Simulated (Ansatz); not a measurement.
## NiSb (rocksalt structure)

Computed with Ansatz (plane waves, PAW, 500 eV cutoff): r²SCAN, scalar-relativistic, collinear spin, 12×12×12 k-mesh, Gaussian smearing of 0.05 eV. The datasets are Ansatz's generated set soft_2.

```
CELL_PARAMETERS angstrom
0.00000 2.61242 2.61242
2.61242 0.00000 2.61242
2.61242 2.61242 0.00000
ATOMIC_POSITIONS crystal
Ni 0.50000 0.50000 0.50000
Sb 0.00000 0.00000 0.00000
```

This is a trial structure; measured cells of the compound in the Crystallography Open Database are in space group P63/mmc.

Magnetic state: non-magnetic, site spin moments none.

The run above is the reference. The same cell was run again with other input settings; several of them aren't fit for production, so the rows show the settings' effect and aren't properties of the material.

| keys changed | outcome | ΔE (meV/atom) | P (GPa) | gap on the mesh (eV) | cell moment (μB) | largest force component (eV/Å) | SCF iterations | rough core-seconds | new warnings |
| --- | --- | --- | --- | --- | --- | --- | --- | --- | --- |
| none (reference) | converged | 0.0 | 0.0 | metal | 0.00 | 0.000 | – | – | – |
| basis.ecutwfc: 500 → "25.7 Ry" | converged | 13.4 | 0.1 | metal | 0.00 | 0.000 | 51 | 50 | cutoff below recommended |
| accuracy: "medium" | converged | 0.0 | 0.0 | metal | 0.00 | 0.000 | 49 | 70 | – |
| scf.algorithm: "direct_min"; scf.mixing.algorithm: "anderson"; scf.mixing.beta: 0.2; scf.mixing.ndim: 2 | converged | 0.0 | 0.0 | metal | 0.00 | 0.000 | 37 | 160 | – |

ΔE is the energy with the smearing extrapolated to zero. It is left out where the change alters the Hamiltonian or the spin treatment. The varied runs start from atomic densities (corrected by the program's trained start where that serves), with the default search for lower states unless a row changes it.

(1) What happens with these changes: basis.ecutwfc: 500 → "250 eV"; scf.occupations.method: "gaussian" → "methfessel_paxton"; scf.occupations.width: 0.05 → 0.001?

(2) What happens with these changes: hamiltonian.hubbard: {"sites": [{"species": "Ni", "l": "d", "u_eff": 6.0}], "double_counting": "amf"}?

Answers:

(1) outcome converged, ΔE (meV/atom) 1790.2, P (GPa) 2.0, gap on the mesh (eV) metal, cell moment (μB) 0.01, largest force component (eV/Å) 0.000, SCF iterations 106, rough core-seconds 60, new warnings cutoff below recommended; derived cap gave way; filled band counts differ across k points; minimisation begun.

(2) outcome converged, P (GPa) 15.4, gap on the mesh (eV) metal, cell moment (μB) 1.16, largest force component (eV/Å) 0.000, SCF iterations 34, rough core-seconds 170, new warnings filled band counts differ across k points.

1 further run (cut off, refused for memory, with changed atoms or starts, or in doubt) is left out.

Of the reference: For elements this heavy, spin–orbit coupling would shift levels and gaps; it isn't included here.

A lower state of the open shells can't be excluded.
